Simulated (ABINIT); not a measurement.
PbO2, 3 atoms in the cell. The structure is cubic, space group Fm-3m (No. 225). The conventional cell has a = 5.404 Å, b = 5.404 Å, c = 5.404 Å, α = 90.00°, β = 90.00°, γ = 90.00°. Around Pb (site symmetry m-3m) lie 8 O at 2.34 Å. O (site symmetry -43m) has 4 Pb at 2.34 Å as nearest neighbours. The cell comes from a database or a generator and needn't be the stable form of this composition.

- Program: ABINIT 10.8.3 (patched build)
- Task: single point
- Functional: PBEsol
- Potentials or basis: PseudoDojo NC SR PBEsol v0.4.1 standard
- Cutoff: 980 eV
- k mesh: 7 × 7 × 7
- Occupations: fermi-dirac, width 0.05 eV
- Spin: no spin polarisation

Potentials or basis: PseudoDojo NC SR PBEsol v0.4.1 standard.

Launch:

```bash
$ mpirun --bind-to none -np 4 abinit run.abi > log 2>&1
```

Hardware: 4 MPI ranks on Arm Neoverse V2, on a shared host.

Q: Estimate the wall time of this run.

A: Run time: 8 s on 4 MPI ranks on Arm Neoverse V2, on a shared host, peak memory 0.28 GiB a rank. Counts: scf iterations 10, mpi ranks 4, k points 20, bands 17, plane waves 2762.
